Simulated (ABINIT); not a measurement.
# ZnS (Wurtzite-6H) (P6_3mc) in ABINIT: equation of state

Aim: energy against volume of ZnS (Wurtzite-6H) in PBE, for its equilibrium volume and stiffness.

Program: ABINIT 10.8.3 (patched build). These are calculated values, not measurements. Logs are shortened: lines on timing, memory, paths and dates and some standing lists are left out, and cuts for length are marked. The log counts tension as positive stress, the text compression.

### Step 1. The crystal as given

It takes space group P6_3mc (No. 186, hexagonal). The conventional cell has a = 3.812 Å, b = 3.812 Å, c = 18.690 Å, α = 90.00°, β = 90.00°, γ = 120.00°. Zn (site symmetry 3m) is surrounded by 4 S at 2.33 to 2.34 Å. Around Zn (site symmetry 3m) lie 4 S at 2.33 to 2.34 Å. Zn (site symmetry 3m) has 4 S at 2.33 to 2.34 Å as nearest neighbours. Around S (site symmetry 3m) lie 4 Zn at 2.33 to 2.34 Å. Around S (site symmetry 3m) lie 4 Zn at 2.33 to 2.34 Å. S (site symmetry 3m) has 4 Zn at 2.33 to 2.34 Å as nearest neighbours.

### Step 2. Equation of state, PBE

Input file run.abi:

```
ndtset 7
scalecart1 3*0.9795861087
scalecart2 3*0.9864848297
scalecart3 3*0.9932883884
scalecart4 3*1.0000000000
scalecart5 3*1.0066227096
scalecart6 3*1.0131594038
scalecart7 3*1.0196128224

pp_dirpath "./"
pseudos "Zn.GGA_PBE-JTH.xml, S.GGA_PBE-JTH.xml"

acell 7.2036359871 7.203635987 35.318962372
rprim
     1.0000000000     0.0000000000     0.0000000000
    -0.5000000000     0.8660254038     0.0000000000
     0.0000000000     0.0000000000     1.0000000000
ntypat 2
znucl 30 16
natom 12
typat 1 1 1 1 1 1 2 2 2 2 2 2
xred
     0.3333333333     0.6666666667     0.8333300000
     0.6666666667     0.3333333333     0.3333300000
     0.6666666667     0.3333333333     0.6666700000
     0.3333333333     0.6666666667     0.1666700000
     0.0000000000     0.0000000000     0.5000000000
     0.0000000000     0.0000000000     0.0000000000
     0.3333333333     0.6666666667     0.9583300000
     0.6666666667     0.3333333333     0.4583300000
     0.6666666667     0.3333333333     0.7916700000
     0.3333333333     0.6666666667     0.2916700000
     0.0000000000     0.0000000000     0.6250000000
     0.0000000000     0.0000000000     0.1250000000

ecut 22.0
pawecutdg 44.0
pawxcdev 0

kptopt 1
ngkpt 8 8 2
nshiftk 1
shiftk 0.0 0.0 0.0

ixc 11

nband 65
occopt 3
tsmear 0.05 eV

nstep 100
tolvrs 1.0e-9

iomode 3
prtwf 0
prtden 0
prteig 0
prtebands 0
enunit 2
prtvol 2
```

Potentials or basis: JTH PAW PBE v2.0.

Command:

```console
> mpirun --bind-to none -np 4 abinit run.abi > log 2>&1
```

run.abo:

```text
.Version 10.8.3 of ABINIT
 DATASET    1 : space group P6_3 m c (#186); Bravais hP (primitive hexag.)
================================================================================
 Values of the parameters that define the memory need for DATASET  1.
     intxc =       0    ionmov =       0      iscf =      17    lmnmax =      18
     lnmax =       6     mgfft =     150  mpssoang =       3    mqgrid =   10331
     natom =      12  nloc_mem =       2    nspden =       1   nspinor =       1
    nsppol =       1      nsym =      12    n1xccc =       1    ntypat =       2
    occopt =       3   xclevel =       2
       mpw =        7384          nfft =      135000          nkpt =          20
Pmy_natom=         3
 PAW method is used; the additional fine FFT grid is defined by:
   mgfftf=       216    nfftf =    437400
================================================================================
================================================================================
[... 77 lines left out ...]
================================================================================
 Values of the parameters that define the memory need for DATASET  7.
     intxc =       0    ionmov =       0      iscf =      17    lmnmax =      18
     lnmax =       6     mgfft =     160  mpssoang =       3    mqgrid =   10754
     natom =      12  nloc_mem =       2    nspden =       1   nspinor =       1
    nsppol =       1      nsym =      12    n1xccc =       1    ntypat =       2
    occopt =       3   xclevel =       2
       mpw =        8316          nfft =      163840          nkpt =          20
Pmy_natom=         3
 PAW method is used; the additional fine FFT grid is defined by:
   mgfftf=       216    nfftf =    437400
================================================================================
================================================================================

--------------------------------------------------------------------------------
------------- Echo of variables that govern the present computation ------------
--------------------------------------------------------------------------------
 -outvars: echo values of preprocessed input variables --------
            acell      7.2036359871E+00  7.2036359870E+00  3.5318962372E+01 Bohr
              amu      6.53900000E+01  3.20660000E+01
             ecut      2.20000000E+01 Hartree
           enunit           2
              ixc          11
           jdtset        1    2    3    4    5    6    7
         kptrlatt        8    0    0      0    8    0      0    0    2
          kptrlen1     5.64526540E+01
          kptrlen2     5.68502210E+01
          kptrlen3     5.72423038E+01
          kptrlen4     5.76290879E+01
          kptrlen5     5.80107486E+01
          kptrlen6     5.83874523E+01
          kptrlen7     5.87593570E+01
            natom          12
            nband          65
           ndtset           7
            ngfft1         30      30     150
            ngfft2         30      30     150
            ngfft3         32      32     150
            ngfft4         32      32     150
            ngfft5         32      32     160
            ngfft6         32      32     160
            ngfft7         32      32     160
          ngfftdg          45      45     216
             nkpt          20
            nstep         100
             nsym          12
           ntypat           2
           occopt           3
        pawecutdg      4.40000000E+01 Hartree
         pawxcdev           0
           prtden           0
        prtebands           0
           prteig           0
           prtvol           2
            prtwf           0
            rprim1     9.7958610870E-01  0.0000000000E+00  0.0000000000E+00
                      -4.8979305435E-01  8.4834645534E-01  0.0000000000E+00
                       0.0000000000E+00  0.0000000000E+00  9.7958610870E-01
            rprim2     9.8648482970E-01  0.0000000000E+00  0.0000000000E+00
                      -4.9324241485E-01  8.5432092298E-01  0.0000000000E+00
[... 22 lines left out ...]
                       1.8670911219E+00  1.0779655618E+00  6.1027571596E+00
                       1.8670911219E+00  1.0779655618E+00  1.2205697404E+01
                       1.7279177533E-11  2.1559311237E+00  3.0514701221E+00
                       6.9096251752E-17 -3.5903465595E-16  9.1542272817E+00
                       6.9096251752E-17 -3.5903465595E-16  0.0000000000E+00
                       1.7279177533E-11  2.1559311237E+00  1.7545541262E+01
                       1.8670911219E+00  1.0779655618E+00  8.3913139800E+00
                       1.8670911219E+00  1.0779655618E+00  1.4494254224E+01
                       1.7279177533E-11  2.1559311237E+00  5.3400269425E+00
                       6.9096251752E-17 -3.5903465595E-16  1.1442784102E+01
                       6.9096251752E-17 -3.5903465595E-16  2.2885568204E+00
           xangst2     1.7400827806E-11  2.1711142374E+00  1.5364431533E+01
                       1.8802400841E+00  1.0855571187E+00  6.1457357386E+00
                       1.8802400841E+00  1.0855571187E+00  1.2291655851E+01
                       1.7400827806E-11  2.1711142374E+00  3.0729600563E+00
                       3.4791430554E-17  6.0260525388E-17  9.2186957949E+00
[... 136 lines left out ...]
                       3.3771665123E-11  4.2137514154E+00  1.0437043113E+01
                       6.7524056178E-17 -1.1695509604E-16  2.2364836787E+01
                       6.7524056178E-17 -1.1695509604E-16  4.4729673575E+00
            xcart7     3.3985899656E-11  4.2405913200E+00  3.0009602385E+01
                       3.6724598102E+00  2.1202956600E+00  1.2003768931E+01
                       3.6724598102E+00  2.1202956600E+00  2.4007897978E+01
                       3.3985899656E-11  4.2405913200E+00  6.0020645236E+00
                      -3.3977078652E-16 -1.1770005304E-16  1.8005833454E+01
                      -3.3977078652E-16 -1.1770005304E-16  0.0000000000E+00
                       3.3985899656E-11  4.2405913200E+00  3.4511060748E+01
                       3.6724598102E+00  2.1202956600E+00  1.6505227294E+01
                       3.6724598102E+00  2.1202956600E+00  2.8509356341E+01
                       3.3985899656E-11  4.2405913200E+00  1.0503522887E+01
                      -3.3977078652E-16 -1.1770005304E-16  2.2507291818E+01
                      -3.3977078652E-16 -1.1770005304E-16  4.5014583635E+00
             xred      3.3333333333E-01  6.6666666667E-01  8.3333000000E-01
                       6.6666666667E-01  3.3333333333E-01  3.3333000000E-01
                       6.6666666667E-01  3.3333333333E-01  6.6667000000E-01
                       3.3333333333E-01  6.6666666667E-01  1.6667000000E-01
                      -3.7007434154E-17 -1.1102230246E-16  5.0000000000E-01
                      -3.7007434154E-17 -1.1102230246E-16  0.0000000000E+00
                       3.3333333333E-01  6.6666666667E-01  9.5833000000E-01
                       6.6666666667E-01  3.3333333333E-01  4.5833000000E-01
                       6.6666666667E-01  3.3333333333E-01  7.9167000000E-01
                       3.3333333333E-01  6.6666666667E-01  2.9167000000E-01
                      -3.7007434154E-17 -1.1102230246E-16  6.2500000000E-01
                      -3.7007434154E-17 -1.1102230246E-16  1.2500000000E-01
            znucl       30.00000   16.00000

================================================================================

 chkinp: Checking input parameters for consistency, jdtset=   1.

 chkinp: Checking input parameters for consistency, jdtset=   2.
[... 52 lines left out ...]
- pspini: atom type   2  psp file is ./S.GGA_PBE-JTH.xml
 Pseudopotential format is: paw10
 basis_size (lnmax)=  4 (lmn_size=  8), orbitals=   0   0   1   1
 Spheres core radius: rc_sph= 1.90380259
 Shapefunction is SIN type: shapef(r)=[sin(pi*r/rshp)/(pi*r/rshp)]**2
 Radius for shape functions =  1.40128485
 Compensation charge density is not taken into account in XC energy/potential

   7.43939382E+03                                ecore*ucvol(ha*bohr**3)
--------------------------------------------------------------------------------

================================================================================

--- !BeginCycle
iteration_state: {dtset: 1, }
solver: {iscf: 17, nstep: 100, nline: 4, wfoptalg: 10, }
tolerances: {tolvrs: 1.00E-09, }
...
[... 1116 lines left out ...]
     iter   Etot(hartree)      deltaE(h)  residm     nres2
 ETOT  1  -444.77912578797    -4.448E+02 7.160E+00 1.763E+01
 ETOT  2  -448.32284502026    -3.544E+00 4.042E-01 3.327E+01
 ETOT  3  -448.17987107654     1.430E-01 1.611E-01 1.411E+01
 ETOT  4  -448.17280446582     7.067E-03 1.108E-01 2.717E+00
 ETOT  5  -448.15812098381     1.468E-02 6.657E-02 3.446E-01
 ETOT  6  -448.15960034521    -1.479E-03 2.272E-02 2.839E-01
 ETOT  7  -448.16306498816    -3.465E-03 1.937E-02 4.361E-01
 ETOT  8  -448.16264944448     4.155E-04 1.775E-02 1.527E-01
 ETOT  9  -448.16323031509    -5.809E-04 1.692E-02 9.653E-02
 ETOT 10  -448.16332006914    -8.975E-05 4.894E-03 6.654E-02
[... 49 further cycles ...]
 ETOT 60  -448.16315047431    -1.689E-10 1.813E-04 1.504E-08
 ETOT 61  -448.16315047423     8.276E-11 7.656E-05 5.702E-09
 ETOT 62  -448.16315047421     1.251E-11 1.792E-04 6.838E-09
 ETOT 63  -448.16315047412     8.896E-11 7.940E-05 5.760E-09
 ETOT 64  -448.16315047409     3.558E-11 1.745E-04 6.862E-09
 ETOT 65  -448.16315047413    -4.360E-11 8.136E-05 2.294E-09
 ETOT 66  -448.16315047414    -4.889E-12 1.671E-04 5.333E-09
 ETOT 67  -448.16315047414     9.663E-13 8.223E-05 3.446E-09
 ETOT 68  -448.16315047413     4.832E-12 1.573E-04 2.181E-09
 ETOT 69  -448.16315047413     5.855E-12 8.221E-05 4.867E-10
[... 3298 lines left out ...]
     iter   Etot(hartree)      deltaE(h)  residm     nres2
 ETOT  1  -444.77820969541    -4.448E+02 8.680E+00 1.723E+01
 ETOT  2  -448.33461388993    -3.556E+00 3.039E-01 3.118E+01
 ETOT  3  -448.18696250172     1.477E-01 6.830E-02 1.310E+01
 ETOT  4  -448.18088502181     6.077E-03 8.499E-02 2.306E+00
 ETOT  5  -448.16795406406     1.293E-02 3.579E-02 3.435E-01
 ETOT  6  -448.16873704921    -7.830E-04 2.835E-02 1.952E-01
 ETOT  7  -448.17339182413    -4.655E-03 1.688E-02 4.772E-01
 ETOT  8  -448.17216015043     1.232E-03 8.430E-03 1.599E-01
 ETOT  9  -448.17253941673    -3.793E-04 5.629E-03 4.688E-02
 ETOT 10  -448.17258185011    -4.243E-05 3.940E-03 3.600E-02
[... 52 further cycles ...]
 ETOT 63  -448.17257485942     3.893E-10 1.968E-05 1.283E-07
 ETOT 64  -448.17257485982    -4.086E-10 2.818E-05 1.765E-07
 ETOT 65  -448.17257486031    -4.865E-10 1.648E-05 2.241E-07
 ETOT 66  -448.17257486012     1.909E-10 2.816E-05 2.164E-07
 ETOT 67  -448.17257485930     8.163E-10 1.392E-05 3.857E-08
 ETOT 68  -448.17257485941    -1.048E-10 2.618E-05 4.278E-08
 ETOT 69  -448.17257485932     8.339E-11 1.197E-05 1.309E-08
 ETOT 70  -448.17257485935    -2.882E-11 2.503E-05 1.215E-08
 ETOT 71  -448.17257485931     4.201E-11 1.002E-05 3.722E-09
 ETOT 72  -448.17257485929     2.444E-11 2.370E-05 8.248E-10
[... 898 lines left out ...]
  -0.48933   -0.48933   -0.45279   -0.45279    0.12952    0.12952    0.60855    0.60855
   0.81190    0.81190    2.55652    2.55652    3.04828    3.04828    3.07156    3.07156
   3.58118    3.58118    3.96395    3.96395    4.18768    4.18768    8.50166    8.50166
   8.98930    8.98930    9.27724    9.27724    9.82398    9.82398   10.83569   10.83569
  11.77718
 kpt#  16, nband= 65, wtk=  0.04688, kpt=  0.1250  0.1250  0.5000 (reduced coord)
  -7.58026   -7.58026   -7.26867   -7.26867   -6.91915   -6.91915   -1.14106   -1.14106
  -1.12057   -1.12057   -1.07569   -1.07569   -1.06105   -1.06105   -1.03549   -1.03549
  -1.01839   -1.01839   -1.00313   -1.00313   -0.95894   -0.95894   -0.77931   -0.77931
  -0.69570   -0.69570   -0.67239   -0.67239   -0.65473   -0.65473   -0.63881   -0.63881
  -0.62057   -0.62057   -0.52713   -0.52713    0.68732    0.68732    2.03003    2.03003
   2.85509    2.85509    3.00670    3.00670    3.50275    3.50275    3.82707    3.82707
   4.16222    4.16222    4.40900    4.40900    4.71092    4.71092    8.94151    8.94151
   9.75697    9.75697    9.95053    9.95053   10.54333   10.54333   10.88945   10.88945
  11.25582
 kpt#
```

Run time: 71 min. Hardware: 4 MPI ranks of Arm Neoverse V2, shared host; peak memory 1.1 GiB.

Results:

```yaml
Equilibrium_volume: 20.15 Å³/atom
Bulk_modulus_at_fixed_shape_and_positions: 69 GPa
Pressure_derivative_of_the_bulk_modulus: 4.5
```

Energy against volume, from the lowest point:
```
volume (Å³/atom)  energy (meV/atom)
          18.424              37.40
          18.816              21.37
          19.208              10.10
          19.600               3.13
          19.992               0.00
          20.384               0.31
          20.776               3.73
```

Caveat: pressures at fixed basis lie under the slope of the energies; the cell was scaled at fixed shape and fractional positions, which overstates the stiffness of a crystal with free parameters, most of all of layers and chains.
